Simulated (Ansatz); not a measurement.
Computed with Ansatz, DFT PBE, scalar-relativistic, plane waves, PAW. Settings: cutoff 420 eV, Γ-centred meshes spaced at most about 0.3 Å⁻¹, and about 0.25 Å⁻¹ or finer for metals (2π included), Gaussian smearing. Spin is collinear in cells that carry moments; the others ran without spin or lost their moments.

These are static total energies at zero pressure.

Two relaxed structures of CoSn:

A. (parallel moments up to 0.8 μB)

Space group Pm-3m (No. 221). a = 3.160 Å, b = 3.160 Å, c = 3.160 Å, α = 90.00°, β = 90.00°, γ = 90.00°
```tsv
atom	site	symmetry	x	y	z
Sn	1b	m-3m	0.5000	0.5000	0.5000
Co	1a	m-3m	0.0000	0.0000	0.0000
```

B. (no moments)

Space group Pm-3m (No. 221). a = 3.144 Å, b = 3.144 Å, c = 3.144 Å, α = 90.00°, β = 90.00°, γ = 90.00°
```csv
atom,site,symmetry,x,y,z
Co,1a,m-3m,0.0000,0.0000,0.0000
Sn,1b,m-3m,0.5000,0.5000,0.5000
```

Task: Which magnetic state is lower, and by how much?

Result: A is lower, by 22 meV/atom. The two are one arrangement of atoms in two magnetic states, so this is the energy between those states, with the strain that each brings. A has the caesium chloride type, space group Pm-3m (No. 221), 15.8 Å³/atom and no gap on its mesh; B has the caesium chloride type, space group Pm-3m (No. 221), 15.5 Å³/atom and no gap. Even the lower one lies +0.17 eV/atom against the reference forms of the elements (uncorrected), so neither is stable at this level. Both come from invented guesses. The lowest form computed isn't among them: it has the CoSn type, space group P6/mmm (No. 191), 17.1 Å³/atom, is reached from a Materials Project cell and lies 261 meV/atom below the best shown.

For metals, differences of a few meV/atom aren't resolved. The magnetic state reached may not be the lowest. Cells relaxed within their symmetry can be saddle points.
